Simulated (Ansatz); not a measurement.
**SiO2: the gap under pressure**

SiO2, P6_422, a = 5.039 Å, c = 5.525 Å. This isn't the usual stable structure of the compound. Ansatz: LDA, PAW, 420 eV, Γ-centred 6×6×4 mesh on 9 atoms, Gaussian smearing 0.02 eV; no spin polarisation. Cell and atoms are relaxed at each pressure, and no other structure is tried, so the rows at high pressure may lie past a change of phase. The gap is sought over the whole zone. The pressures are the targets, met within 0.02 GPa.

| P (GPa) | gap y (eV) |
| --- | --- |
| -1.0 | 5.462 |
| 0.0 | ? |
| 1.0 | 5.512 |
| 4.0 | 5.571 |
| 12.0 | 5.646 |
| 25.0 | 5.278 |

Task: Fit y = E0 + αP + βP² to the other rows and predict the missing gap.

Result: Least squares on the rows shown. y = 5.4851 + 0.031680 P − 0.0015954 P². So α = 31.7 meV/GPa, but the rows at 0 and 1 GPa alone give 25 meV/GPa, so the parabola doesn't give the slope at zero pressure. With a term in P³ added, the coefficient of P becomes 0.02377, 25 % less, which shows how far this figure hangs on the form. At P = 0.0 the fit asked for gives 5.485 eV. The run gave 5.488 eV, so the fit is 0.003 eV too low, within the rms miss on the fitted rows (0.010 eV): the form describes this series only roughly. Note that among the fitted rows a band edge sits at another point of the zone at 12, 25 GPa than at zero pressure, so one curve spans more than one gap.

Semilocal functionals give gaps under the measured ones; changes of the gap mostly carry over better.